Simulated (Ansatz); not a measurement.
# Li: a tetragonal deformation path

An exercise on one series of results from a longer session: the logs are not shown, and one member is left open.

Method: DFT PBE, scalar-relativistic, plane waves, PAW, in Ansatz 0.2.0.

## The starting structure

The structure is cubic, space group Im-3m (No. 229). Conventional cell: a = 3.500 Å, b = 3.500 Å, c = 3.500 Å, α = 90.00°, β = 90.00°, γ = 90.00°. Around Li (site symmetry m-3m) lie 8 Li at 3.03 Å.

Coordinates:

```cif
data_structure
_symmetry_space_group_name_H-M 'Im-3m'
_symmetry_Int_Tables_number 229
_cell_length_a 3.5000
_cell_length_b 3.5000
_cell_length_c 3.5000
_cell_angle_alpha 90.000
_cell_angle_beta 90.000
_cell_angle_gamma 90.000
_cell_volume 42.88
loop_
_atom_site_label
_atom_site_type_symbol
_atom_site_symmetry_multiplicity
_atom_site_Wyckoff_symbol
_atom_site_fract_x
_atom_site_fract_y
_atom_site_fract_z
_atom_site_occupancy
Li1 Li 2 a 0.00000 0.00000 0.00000 1
```

No relaxation comes first: the listed cell is the starting point.

The first run:

The input, input.yaml:

```yaml
crystal:
  lattice:
    - [-1.75, 1.75, 1.75]
    - [1.75, -1.75, 1.75]
    - [1.75, 1.75, -1.75]
  atoms:
    - { symbol: Li, position: [0.0, 0.0, 0.0] }
basis:
  ecutwfc: 420
kpoints:
  mp_grid: { grid: [22, 22, 22] }
hamiltonian:
  xc: pbe
scf:
  occupations: { method: gaussian, width: 0.15 }
output:
  forces: true
  stress: true
  eigenvalues: true
```

Launch:

```sh
ansatz run input.yaml --threads 1 --pin off --max-ram 2560MiB --backend cpu --events-out ev --progress --plain --runs-dir out
```

Among the steps run: Zero of the scan; At ρ = 0.707; Point ρ = 1.414; ρ = 0.850; ρ = 1.200; At ρ = 0.780; Point ρ = 1.300; At ρ = 0.920; Point ρ = 1.100; ρ = 0.650; ρ = 1.500; Point ρ = 0.960; ρ = 1.050.

One table of the session follows, with a row left open; its other results are not shown here.

The scan, with free energies counted from the undisturbed cell:

```
    ρ  ΔE (meV/atom)  pressure (GPa)
0.650          100.5            -0.4
0.707           50.4            -0.6
0.780           17.8            -0.7
0.850            5.1            -0.7
0.920            0.7            -0.7
0.960            0.1            -0.7
1.000            0.0            -0.7
1.050            0.1            -0.7
1.100            0.2            -0.7
1.200           -0.1            -0.7
1.300           -0.7            -0.7
1.414              ?               ?
1.500           -0.6            -0.7
```

Estimate the missing values for ρ = 1.414.

Worked estimate for «ΔE (meV/atom)». A straight line through the neighbours (1.300, -0.7) and (1.500, -0.6) gives -0.7 + (-0.6 + 0.7) × (1.414 − 1.300) / (1.500 − 1.300) = -0.6; a parabola fitted to 3 rows on both sides gives -0.9.

**Answer.** ΔE (meV/atom): -1.3; pressure (GPa): -0.7. In «ΔE (meV/atom)» the line misses by +0.7 and the parabola by +0.4. Between these rows the values bend or scatter more than so simple an estimate can follow.
